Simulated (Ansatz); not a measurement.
Calculation for Sr (dhcp type): DFT, PBE, PAW with Ansatz's default frozen-core files, scalar-relativistic (Ansatz 0.2.0). This run: dhcp relaxed under pressure.

The start is a guessed cell of a prototype that needn't be stable.

Command: `ansatz run input.yaml --threads 1 --pin off --max-ram 3584MiB --backend cpu --events-out ev --progress --plain --runs-dir out` It took 22 s on 1 thread of Arm Neoverse V2, with other jobs on the host, peak memory 0.39 GiB.

```yaml
crystal:
  lattice:
    - [3.7644621325, 0.0, 0.0]
    - [-1.8822310663, 3.2601198383, 0.0]
    - [0.0, 0.0, 12.2345019307]
  atoms:
    - { symbol: Sr, position: [0.0, 0.0, 0.0] }
    - { symbol: Sr, position: [0.0, 0.0, 0.5] }
    - { symbol: Sr, position: [0.3333333333, 0.6666666667, 0.25] }
    - { symbol: Sr, position: [0.6666666667, 0.3333333333, 0.75] }
kpoints:
  mp_grid: { grid: [10, 10, 3] }
scf:
  occupations: { method: fermi_dirac, width: 0.05 }
hamiltonian:
  xc: pbe
  pseudopotentials: { kind: paw }
output:
  forces: true
  stress: true
  eigenvalues: true
relax:
  f_tol: 0.005
  max_steps: 40
  cell: { p_target: 8.2, stress_tol: 0.03 }
```

Output:

```
Engine: ansatz 0.2.0
Pseudopotentials: kind: paw
Pseudopotential: Sr, paw, valence charge 10, recommended cutoff 420 eV (normal), Sr.paw.azcp
Functional definition: PBE
  parameter kappa = 0.804
  parameter beta = 0.06672455060314922
  exchange = pbe_x(kappa = kappa, mu = beta*pi^2/3)
  correlation = pbe_c(beta = beta)
Crystal: 4 atoms, lattice volume = 150.149 Å³
Basis set: ecut = 420 eV, 2969 PW (Γ), exchange–correlation on 54×54×180 points (8 copies of the dense FFT grid, shifted against one another)
Bands: 24, of which v1, the nominal top of the filled ones, is band 20 counted from 1 (19 counted from 0)
Symmetry: 24 space group operations
Space group: P63/mmc (ITA 194), of the structure as read, at distance tolerance 5.3e-5 Å
k-points: 28 of 300
Non-local potential: Sr, projectors of the file, l = 0: 3, l = 1: 2, l = 2: 2
PAW form: soft (Blöchl's): semilocal exchange-correlation on the pseudo side does not see the compensation charge
PAW one-centre angular grid: Sr, 110 points (default); XC on 64 Gauss nodes
Initial density: superposition of atomic densities (neutral atoms: chi_scale 0, normalization atom), corrected by the library's trained network
Initial wavefunctions: pseudopotential atomic-orbital guess
Functional: x = pbe(κ = 0.804, μ = 0.2195149727645171), c = pbe(β = 0.06672455060314922)
SCF iter   1: F=—  HF=-14175.540046 eV  |F-HF|=—  |Δ(HF+E_count)|=         —  Δρ=2.26e-3  dr2=1.14e-2  ethr=1.77e-3  ⟨swp⟩=8.3  Hψ=3570  notcnv=0
preconditioner: auto → Kerker (q_TF=auto, 2.189 Å⁻¹)  [metal: Δε(μ)=0.021 eV  Ē_g=1.918 eV  σ=0.050 eV  W_gap=0.11  n_scr=38 (ndim 8)  ℏωp=8.6 eV  f_vac=0.000  D(μ)=3.32/eV (n_scr^D=24)]
SCF iter   2: F=—  HF=-14175.540701 eV  |F-HF|=—  |Δ(HF+E_count)|=   6.55e-4  Δρ=1.41e-3  dr2=5.04e-3  ethr=2.86e-5  ⟨swp⟩=2.2  Hψ=1332  notcnv=0
SCF iter   3: F=—  HF=-14175.540866 eV  |F-HF|=—  |Δ(HF+E_count)|=   1.65e-4  Δρ=4.00e-4  dr2=2.07e-4  ethr=1.26e-5  ⟨swp⟩=2.1  Hψ=840  notcnv=0
SCF iter   4: F=—  HF=-14175.540819 eV  |F-HF|=—  |Δ(HF+E_count)|=   4.69e-5  Δρ=1.67e-4  dr2=1.90e-5  ethr=5.17e-7  ⟨swp⟩=1.6  Hψ=759  notcnv=0
SCF iter   5: F=—  HF=-14175.540821 eV  |F-HF|=—  |Δ(HF+E_count)|=   2.10e-6  Δρ=2.63e-5  dr2=6.72e-7  ethr=4.75e-8  ⟨swp⟩=3.0  Hψ=1264  notcnv=0
SCF iter   6: F=-14175.540822 eV  HF=-14175.540822 eV  |F-HF|=5.18e-9  |Δ(HF+E_count)|=   6.32e-7  Δρ=3.29e-6  dr2=1.47e-8  ethr=2.50e-10  ⟨swp⟩=8.0  Hψ=3409  notcnv=0
SCF 1 converged in 6 iterations: F = -14175.540822 eV  dr2 = 1.47e-8
  greatest PAW one-centre occupation: 0.989 electrons in one spin orbital (limit 2), on the Sr atom at site 3 (counted from 0), in its partial waves of l = 0
relax step   1: F+E_penalty+E_count = -14175.54082152 eV  Δ(F+E_penalty+E_count) = +0.000e0 eV  max|allowed force component| = 5.551e-17 eV/Å  Δτ_max = 0.0000 Å  P = +8.096 GPa  Ω = 150.149 Å³  (6 SCF iters, dr2 threshold 1.00e-7 eV, accepted)
Crystal: 4 atoms, lattice volume = 149.704 Å³
Basis set: ecut = 420 eV, 2957 PW (Γ), exchange–correlation on 54×54×180 points (8 copies of the dense FFT grid, shifted against one another)
Initial density: handed on by an earlier stage of this run
Initial wavefunctions: those handed on with the density
iter 1 solved again at ethr=1.07e-6 eV; its pass at ethr=3.10e-3 eV (dr2=4.27e-4 eV) is discarded
SCF iter   1: F=—  HF=-14175.518979 eV  |F-HF|=—  |Δ(HF+E_count)|=         —  Δρ=1.23e-4  dr2=2.65e-5  ethr=1.07e-6  ⟨swp⟩=3.0  Hψ=4413  notcnv=0
preconditioner: auto → Kerker (q_TF=auto, 2.190 Å⁻¹)  [metal: Δε(μ)=0.029 eV  Ē_g=1.910 eV  σ=0.050 eV  W_gap=0.14  n_scr=38 (ndim 8)  ℏωp=8.6 eV  f_vac=0.000  D(μ)=3.38/eV (n_scr^D=24)]
SCF iter   2: F=—  HF=-14175.518985 eV  |F-HF|=—  |Δ(HF+E_count)|=   6.05e-6  Δρ=8.22e-5  dr2=1.30e-5  ethr=6.62e-8  ⟨swp⟩=1.0  Hψ=672  notcnv=0
SCF iter   3: F=—  HF=-14175.518986 eV  |F-HF|=—  |Δ(HF+E_count)|=   1.50e-6  Δρ=1.72e-5  dr2=4.54e-7  ethr=3.26e-8  ⟨swp⟩=2.7  Hψ=1241  notcnv=0
SCF iter   4: F=-14175.518986 eV  HF=-14175.518986 eV  |F-HF|=1.37e-9  |Δ(HF+E_count)|=   5.19e-8  Δρ=2.94e-6  dr2=1.27e-8  ethr=3.20e-10  ⟨swp⟩=6.5  Hψ=3206  notcnv=0
SCF 2 converged in 4 iterations: F = -14175.518986 eV  dr2 = 1.27e-8
relax step   2: F+E_penalty+E_count = -14175.51898634 eV  Δ(F+E_penalty+E_count) = +2.184e-2 eV  max|allowed force component| = 2.776e-17 eV/Å  Δτ_max = 0.0000 Å  P = +8.203 GPa  Ω = 149.704 Å³  energy of the carried Pulay correction = +1.056e-5 eV  (4 SCF iters, dr2 threshold 1.28e-7 eV, accepted)
Crystal: 4 atoms, lattice volume = 149.754 Å³
Basis set: ecut = 420 eV, 2945 PW (Γ), exchange–correlation on 54×54×180 points (8 copies of the dense FFT grid, shifted against one another)
iter 1 solved again at ethr=3.05e-7 eV; its pass at ethr=3.10e-3 eV (dr2=1.22e-4 eV) is discarded
SCF iter   1: F=—  HF=-14175.521630 eV  |F-HF|=—  |Δ(HF+E_count)|=         —  Δρ=5.67e-5  dr2=5.07e-6  ethr=3.05e-7  ⟨swp⟩=3.0  Hψ=4375  notcnv=0
preconditioner: auto → Kerker (q_TF=auto, 2.189 Å⁻¹)  [metal: Δε(μ)=0.030 eV  Ē_g=1.910 eV  σ=0.050 eV  W_gap=0.15  n_scr=38 (ndim 8)  ℏωp=8.6 eV  f_vac=0.000  D(μ)=3.40/eV (n_scr^D=24)]
SCF iter   2: F=—  HF=-14175.521629 eV  |F-HF|=—  |Δ(HF+E_count)|=   6.31e-7  Δρ=3.96e-5  dr2=2.73e-6  ethr=1.27e-8  ⟨swp⟩=1.1  Hψ=680  notcnv=0
SCF iter   3: F=—  HF=-14175.521630 eV  |F-HF|=—  |Δ(HF+E_count)|=   6.99e-7  Δρ=1.10e-5  dr2=5.73e-8  ethr=6.83e-9  ⟨swp⟩=2.7  Hψ=1261  notcnv=0
SCF iter   4: F=-14175.521630 eV  HF=-14175.521630 eV  |F-HF|=7.80e-10  |Δ(HF+E_count)|=   4.62e-9  Δρ=2.11e-6  dr2=5.67e-9  ethr=4.53e-11  ⟨swp⟩=5.9  Hψ=2825  notcnv=0
SCF 3 converged in 4 iterations: F = -14175.521630 eV  dr2 = 5.67e-9
relax step   3: F+E_penalty+E_count = -14175.52162963 eV  Δ(F+E_penalty+E_count) = -2.643e-3 eV  max|allowed force component| = 1.180e-16 eV/Å  Δτ_max = 0.0000 Å  P = +8.195 GPa  Ω = 149.754 Å³  energy of the carried Pulay correction = +9.619e-6 eV  (4 SCF iters, dr2 threshold 1.81e-8 eV, accepted)
Initial wavefunctions: pseudopotential atomic-orbital guess (no wavefunctions were taken with the density)
iter 1 solved again at ethr=1.60e-7 eV; its pass at ethr=3.10e-3 eV (dr2=6.38e-5 eV) is discarded
SCF iter   1: F=—  HF=-14175.521628 eV  |F-HF|=—  |Δ(HF+E_count)|=         —  Δρ=3.19e-6  dr2=6.85e-9  ethr=1.60e-7  ⟨swp⟩=4.9  Hψ=6313  notcnv=0
[... lines left out ...]
SCF iter   3: F=—  HF=-14175.521622 eV  |F-HF|=—  |Δ(HF+E_count)|=   2.86e-9  Δρ=3.55e-7  dr2=1.76e-10  ethr=6.42e-12  ⟨swp⟩=2.4  Hψ=987  notcnv=0
SCF iter   4: F=—  HF=-14175.521622 eV  |F-HF|=—  |Δ(HF+E_count)|=  2.18e-11  Δρ=1.60e-7  dr2=1.53e-11  ethr=1.00e-12  ⟨swp⟩=1.0  Hψ=672  notcnv=0
SCF iter   5: F=-14175.521622 eV  HF=-14175.521622 eV  |F-HF|=1.82e-12  |Δ(HF+E_count)|=  2.36e-11  Δρ=1.47e-8  dr2=3.96e-13  ethr=1.00e-12  ⟨swp⟩=8.0  Hψ=3482  notcnv=0
SCF 4 converged in 5 iterations: F = -14175.521622 eV  dr2 = 3.96e-13
relax step   4: F+E_penalty+E_count = -14175.52162236 eV  Δ(F+E_penalty+E_count) = +7.275e-6 eV  max|allowed force component| = 1.365e-16 eV/Å  Δτ_max = 0.0000 Å  P = +8.195 GPa  Ω = 149.754 Å³  stress off target by 9.49e-3 GPa  SCF on the basis re-selected at this cell (its energy is not comparable with the rows above)  (5 SCF iters)
basis re-selected at this cell: Δ(F+E_penalty+E_count) = +7.275e-6 eV, ΔP = -0.000 GPa vs the last step (what re-selecting the basis moved, of the pressure what is left beyond the Pulay correction that the steps carried, after the strain that the cell walked since its last selection, with what the two solves' SCF thresholds leave and, on support functions, any second-order correction that the steps lacked; it is no measure of the basis error at this ecutwfc). This SCF's stress stands 9.49e-3 GPa from its target on what of the cell is left free (relax.cell.stress_tol is 3.00e-2 GPa) and its largest allowed force component is 1.36e-16 eV/Å (relax.f_tol is 5.00e-3 eV/Å): within both
SCF converged after 5 iterations
Free energy (F): -14175.521622 eV
Harris-Foulkes:  -14175.521622 eV  (|F-HF|=1.82e-12)
Internal energy: -14175.491843 eV  (E = F + TS)
E sigma→0 (E₀):  -14175.506733 eV
Entropy (-TS):   -0.029780 eV (-7.445 meV/atom)
Fermi energy:    8.215464 eV
--- Per-component energies (eV) ---
  E_band       = -398.122168
  E_kinetic    = 982.348428
  E_local      = -2641.937557  (includes V_loc(G=0)·N_el)
  E_nonlocal   = 812.665863
  E_hartree    = 629.177446
  E_xc         = -692.207672
  E_vxc        = -646.980788  (∫ρ·V_xc dr)
  E_paw        = -10779.124637  (= ΣΔE_a)
  E_vpaw       = -162.573012  (= ΣTr[D̂ρ^β])
  E_aug_tail   = -0.000005  (compensation charges beyond the density's cutoff)
  E_ewald      = -2486.413709
  E_smearing   = -0.029780  (= −TS)
  E_closure    = 0.000000  (closes the sum)
  Σ components = -14175.521622   (vs F -14175.521622, Δ=0.00e0)
--- Forces (eV/Å), atoms counted from 1 ---
  atom   1  Sr    -0.00000000     0.00000000     0.00000000
  atom   2  Sr    -0.00000000     0.00000000     0.00000000
  atom   3  Sr     0.00000000     0.00000000     0.00000000
  atom   4  Sr    -0.00000000    -0.00000000    -0.00000000
  max |Σ_I F_I| component: 1.85e-17 eV/Å
--- Stress (GPa, compression-positive) ---
        8.197531      -0.000000       0.000000
        0.000000       8.197531       0.000000
        0.000000       0.000000       8.190514
  P = ⅓ Tr σ = 8.1952 GPa (81.952 kbar)
--- Band table (eV; the first three rows and the last of 28) ---
  k-point 0: bands = ["-27.7028", "-27.6655", "-27.6626", "-27.6249", "-10.1166", "-9.7791", "-9.7785", "-9.5039", "-9.5039", "-9.4631", "-9.4631", "-9.4577", "-9.4577", "-9.4163", "-9.4163", "-9.4126", "4.1118", "5.4263", "5.4331", "6.8812", "9.1227", "9.6513", "9.6875", "10.7775"]
  k-point 1: bands = ["-27.6976", "-27.6835", "-27.6445", "-27.6302", "-10.0727", "-9.9508", "-9.5996", "-9.4982", "-9.4982", "-9.4824", "-9.4824", "-9.4635", "-9.4383", "-9.4383", "-9.4222", "-9.4222", "4.2791", "4.7497", "6.1545", "6.6943", "9.1292", "9.2812", "10.2082", "10.7181"]
  k-point 2: bands = ["-27.6961", "-27.6605", "-27.6576", "-27.6216", "-10.0938", "-9.7856", "-9.7850", "-9.5570", "-9.5205", "-9.5022", "-9.4992", "-9.4753", "-9.4708", "-9.4698", "-9.4239", "-9.4201", "4.3266", "5.6120", "5.6186", "7.1003", "8.9796", "9.5357", "9.6466", "10.4060"]
  k-point 27: bands = ["-27.6098", "-27.6081", "-27.6025", "-27.6008", "-9.9789", "-9.9613", "-9.9602", "-9.9062", "-9.8435", "-9.8314", "-9.7733", "-9.7498", "-9.6426", "-9.5953", "-9.5706", "-9.5522", "7.9495", "7.9875", "8.0799", "8.1159", "8.4327", "8.4613", "8.6564", "8.6701"]
--- Relaxed structure (3 steps of the walk, 3 accepted, 1 SCFs on fresh bases) ---
  F+E_penalty+E_count = -14175.52162236 eV   max|allowed force component| = 1.365e-16 eV/Å   (the final SCF, on the basis selected at the relaxed cell)
  cell:  # Å, volume = 149.7537 Å³
    - [3.75118620580118, 2.876579288577663e-11, 0.0]
    - [-1.8755931029255017, 3.2486225485352005, 0.0]
    - [0.0, 0.0, 12.288804211511573]
  atoms:
    - { symbol: Sr, position: [-1.8104627465499202e-34, -7.692113790010815e-37, -8.198850418132987e-38] }
    - { symbol: Sr, position: [-1.0248101818430546e-34, -1.3845804841801353e-36, 0.5] }
    - { symbol: Sr, position: [0.3333333333333333, 0.6666666666666667, 0.25] }
    - { symbol: Sr, position: [0.6666666666666666, 0.33333333333333326, 0.7500000000000001] }
```

Next run (omega relaxed under pressure), as changes to the input before:

```diff
   lattice:
-    - [3.7644621325, 0.0, 0.0]
-    - [-1.8822310663, 3.2601198383, 0.0]
-    - [0.0, 0.0, 12.2345019307]
+    - [5.9413788304, 0.0, 0.0]
+    - [-2.9706894152, 5.1453850006, 0.0]
+    - [0.0, 0.0, 3.6836548749]
   atoms:
-    - { symbol: Sr, position: [0.0, 0.0, 0.5] }
-    - { symbol: Sr, position: [0.3333333333, 0.6666666667, 0.25] }
-    - { symbol: Sr, position: [0.6666666667, 0.3333333333, 0.75] }
+    - { symbol: Sr, position: [0.3333333333, 0.6666666667, 0.5] }
+    - { symbol: Sr, position: [0.6666666667, 0.3333333333, 0.5] }
 kpoints:
-  mp_grid: { grid: [10, 10, 3] }
+  mp_grid: { grid: [6, 6, 9] }
 scf:
```

Results part of the output:

```
basis re-selected at this cell: Δ(F+E_penalty+E_count) = -5.236e-6 eV, ΔP = -0.000 GPa vs the last step (what re-selecting the basis moved, of the pressure what is left beyond the Pulay correction that the steps carried, after the strain that the cell walked since its last selection, with what the two solves' SCF thresholds leave and, on support functions, any second-order correction that the steps lacked; it is no measure of the basis error at this ecutwfc). The dense FFT grid was sized anew with the basis: this SCF ran on 45×45×24 points, the steps before it on 40×40×25, so part of this shift can come from that change (see relax.cell in the input reference). This SCF's stress stands 8.63e-3 GPa from its target on what of the cell is left free (relax.cell.stress_tol is 3.00e-2 GPa) and its largest allowed force component is 5.55e-17 eV/Å (relax.f_tol is 5.00e-3 eV/Å): within both
SCF converged after 5 iterations
Free energy (F): -10631.486894 eV
Harris-Foulkes:  -10631.486894 eV  (|F-HF|=3.64e-12)
Internal energy: -10631.457176 eV  (E = F + TS)
E sigma→0 (E₀):  -10631.472035 eV
Entropy (-TS):   -0.029718 eV (-9.906 meV/atom)
Fermi energy:    8.179741 eV
--- Per-component energies (eV) ---
  E_band       = -297.803220
  E_kinetic    = 737.363654
  E_local      = -1981.987710  (includes V_loc(G=0)·N_el)
  E_nonlocal   = 609.133102
  E_hartree    = 472.501911
  E_xc         = -519.311761
  E_vxc        = -485.452273  (∫ρ·V_xc dr)
  E_paw        = -8084.301057  (= ΣΔE_a)
  E_vpaw       = -121.863774  (= ΣTr[D̂ρ^β])
  E_aug_tail   = -0.000004  (compensation charges beyond the density's cutoff)
  E_ewald      = -1864.855312
  E_smearing   = -0.029718  (= −TS)
  E_closure    = 0.000000  (closes the sum)
  Σ components = -10631.486894   (vs F -10631.486894, Δ=0.00e0)
--- Forces (eV/Å), atoms counted from 1 ---
  atom   1  Sr     0.00000000    -0.00000000     0.00000000
  atom   2  Sr     0.00000000     0.00000000     0.00000000
  atom   3  Sr     0.00000000    -0.00000000     0.00000000
  max |Σ_I F_I| component: 6.78e-32 eV/Å
--- Stress (GPa, compression-positive) ---
        8.208630      -0.000000       0.000000
        0.000000       8.208630       0.000000
        0.000000       0.000000       8.206546
  P = ⅓ Tr σ = 8.2079 GPa (82.079 kbar)
--- Band table (eV; the first three rows and the last of 35) ---
  k-point 0: bands = ["-27.7059", "-27.6048", "-27.5733", "-9.9945", "-9.9945", "-9.7800", "-9.7800", "-9.4914", "-9.3898", "-9.3898", "-9.3570", "-9.3337", "4.1598", "7.9025", "8.6752", "8.6752", "8.7534", "8.7534", "9.2114"]
  k-point 1: bands = ["-27.6988", "-27.5990", "-27.5681", "-9.9841", "-9.9841", "-9.7609", "-9.7609", "-9.5649", "-9.4405", "-9.4043", "-9.3927", "-9.3927", "4.3825", "8.1691", "8.6228", "8.6228", "8.6467", "8.6467", "9.5901"]
  k-point 2: bands = ["-27.6805", "-27.5843", "-27.5549", "-9.9578", "-9.9578", "-9.7446", "-9.7085", "-9.7085", "-9.6462", "-9.5785", "-9.4038", "-9.4038", "4.9976", "8.3534", "8.3534", "8.4753", "8.4753", "8.7268", "10.6682"]
  k-point 34: bands = ["-27.6010", "-27.6010", "-27.5305", "-10.1667", "-10.0013", "-10.0013", "-9.8228", "-9.7009", "-9.7009", "-9.5189", "-9.5189", "-9.4112", "7.0742", "7.8862", "7.8862", "8.5215", "8.5215", "8.8092", "10.1194"]
--- Relaxed structure (4 steps of the walk, 4 accepted, 1 SCFs on fresh bases) ---
  F+E_penalty+E_count = -10631.48689389 eV   max|allowed force component| = 5.551e-17 eV/Å   (the final SCF, on the basis selected at the relaxed cell)
  cell:  # Å, volume = 111.7858 Å³
    - [6.043806934631681, 0.0, 0.0]
    - [-3.0219034673158407, 5.234090340959591, 0.0]
    - [0.0, 0.0, 3.5337407422041904]
  atoms:
    - { symbol: Sr, position: [1.4949433189133854e-34, 1.5491960361852961e-34, 0.0] }
    - { symbol: Sr, position: [0.3333333333333333, 0.6666666666666666, 0.49999999999999994] }
    - { symbol: Sr, position: [0.6666666666666666, 0.3333333333333333, 0.49999999999999994] }
```

Next run (beta tin relaxed under pressure), as changes to the input before:

```diff
   lattice:
-    - [5.9413788304, 0.0, 0.0]
-    - [-2.9706894152, 5.1453850006, 0.0]
-    - [0.0, 0.0, 3.6836548749]
+    - [-3.2584048119, 3.2584048119, 1.7921226465]
+    - [3.2584048119, -3.2584048119, 1.7921226465]
+    - [3.2584048119, 3.2584048119, -1.7921226465]
   atoms:
-    - { symbol: Sr, position: [0.0, 0.0, 0.0] }
-    - { symbol: Sr, position: [0.3333333333, 0.6666666667, 0.5] }
-    - { symbol: Sr, position: [0.6666666667, 0.3333333333, 0.5] }
+    - { symbol: Sr, position: [-0.375, -0.125, -0.25] }
+    - { symbol: Sr, position: [0.375, 0.125, 0.25] }
 kpoints:
-  mp_grid: { grid: [6, 6, 9] }
+  mp_grid: { grid: [12, 12, 12] }
 scf:
```

Command: `ansatz run input.yaml --threads 1 --pin off --max-ram 3584MiB --backend cpu --events-out ev --progress --plain --runs-dir out` It took 40 s on 1 thread of Arm Neoverse V2 (shared host), peak memory 0.45 GiB.

Results part of the output:

```
basis re-selected at this cell: Δ(F+E_penalty+E_count) = +1.098e-4 eV, ΔP = -0.001 GPa vs the last step (what re-selecting the basis moved, of the pressure what is left beyond the Pulay correction that the steps carried, after the strain that the cell walked since its last selection, with what the two solves' SCF thresholds leave and, on support functions, any second-order correction that the steps lacked; it is no measure of the basis error at this ecutwfc). This SCF's stress stands 1.54e-3 GPa from its target on what of the cell is left free (relax.cell.stress_tol is 3.00e-2 GPa) and its largest allowed force component is 6.94e-18 eV/Å (relax.f_tol is 5.00e-3 eV/Å): within both
SCF converged after 5 iterations
Free energy (F): -7087.221705 eV
Harris-Foulkes:  -7087.221705 eV  (|F-HF|=0.00e0)
Internal energy: -7087.214830 eV  (E = F + TS)
E sigma→0 (E₀):  -7087.218267 eV
Entropy (-TS):   -0.006874 eV (-3.437 meV/atom)
Fermi energy:    8.545124 eV
--- Per-component energies (eV) ---
  E_band       = -191.252936
  E_kinetic    = 493.083256
  E_local      = -1303.657531  (includes V_loc(G=0)·N_el)
  E_nonlocal   = 404.966593
  E_hartree    = 309.993684
  E_xc         = -346.927095
  E_vxc        = -324.640853  (∫ρ·V_xc dr)
  E_paw        = -5389.399472  (= ΣΔE_a)
  E_vpaw       = -80.991764  (= ΣTr[D̂ρ^β])
  E_aug_tail   = -0.000002  (compensation charges beyond the density's cutoff)
  E_ewald      = -1255.274262
  E_smearing   = -0.006874  (= −TS)
  E_closure    = -0.000000  (closes the sum)
  Σ components = -7087.221705   (vs F -7087.221705, Δ=0.00e0)
--- Forces (eV/Å), atoms counted from 1 ---
  atom   1  Sr     0.00000000     0.00000000     0.00000000
  atom   2  Sr    -0.00000000     0.00000000    -0.00000000
  max |Σ_I F_I| component: 0.00e0 eV/Å
--- Stress (GPa, compression-positive) ---
        8.199938      -0.000000       0.000000
       -0.000000       8.199938       0.000000
        0.000000      -0.000000       8.198456
  P = ⅓ Tr σ = 8.1994 GPa (81.994 kbar)
--- Band table (eV; the first three rows and the last of 163) ---
  k-point 0: bands = ["-27.4104", "-27.1838", "-9.8009", "-9.8009", "-9.0139", "-9.0041", "-8.9356", "-8.9356", "4.7624", "7.4241", "9.4284", "9.6940", "10.5139", "12.7775"]
  k-point 1: bands = ["-27.4065", "-27.1876", "-9.7904", "-9.7889", "-9.0332", "-9.0027", "-8.9555", "-8.9320", "4.8413", "7.4767", "9.3752", "9.7290", "10.4610", "12.7933"]
  k-point 2: bands = ["-27.3952", "-27.1989", "-9.7589", "-9.7533", "-9.0826", "-9.0125", "-8.9987", "-8.9287", "5.0721", "7.6133", "9.2491", "9.8351", "10.3301", "12.7644"]
  k-point 162: bands = ["-27.2945", "-27.2945", "-9.9874", "-9.9874", "-9.0160", "-9.0160", "-8.8274", "-8.8274", "7.6359", "7.6359", "9.4115", "9.4115", "10.6196", "10.6196"]
--- Relaxed structure (4 steps of the walk, 4 accepted, 1 SCFs on fresh bases) ---
  F+E_penalty+E_count = -7087.22170460 eV   max|allowed force component| = 6.939e-18 eV/Å   (the final SCF, on the basis selected at the relaxed cell)
  cell:  # Å, volume = 70.4950 Å³
    - [-3.194843674823929, 3.194843674823929, 1.7266300212433605]
    - [3.194843674823929, -3.194843674823929, 1.7266300212433605]
    - [3.194843674823929, 3.194843674823929, -1.7266300212433605]
  atoms:
    - { symbol: Sr, position: [-0.375, -0.12500000000000003, -0.25] }
    - { symbol: Sr, position: [0.375, 0.12500000000000003, 0.25] }
```
